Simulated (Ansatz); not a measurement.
Take KCl in the rock salt structure (space group Fm-3m, No. 225) as the base.

```yaml
crystal:
  lattice:
    - [0.00000, 3.12135, 3.12135]
    - [3.12135, 0.00000, 3.12135]
    - [3.12135, 3.12135, 0.00000]
  atoms:
    - { symbol: K, position: [0.00000, 0.00000, 0.00000] }
    - { symbol: Cl, position: [0.50000, 0.50000, 0.50000] }
```

Cartesian axes are those of the cell as printed.

All numbers come from PBEsol (Ansatz, a program for electronic structure), scalar-relativistic without spin-orbit coupling.

One thing is altered: uniaxial strain ε_zz = −2.50 %, all other strain components held at zero, atoms relaxed at fixed cell.

Question: Predict the stress tensor and what it implies for the stiffness.

Answer: Stress of the strained cell less that of the base (GPa, compression positive):
```
   0.16    0.00    0.00
   0.00    0.16    0.00
   0.00    0.00    1.30
```

Then −Δσ_ii/ε with ε = -0.0250 gives secant stiffness values (nonlinear terms included at this strain): C33 ≈ 52 GPa.

Stability against distortions was not tested.
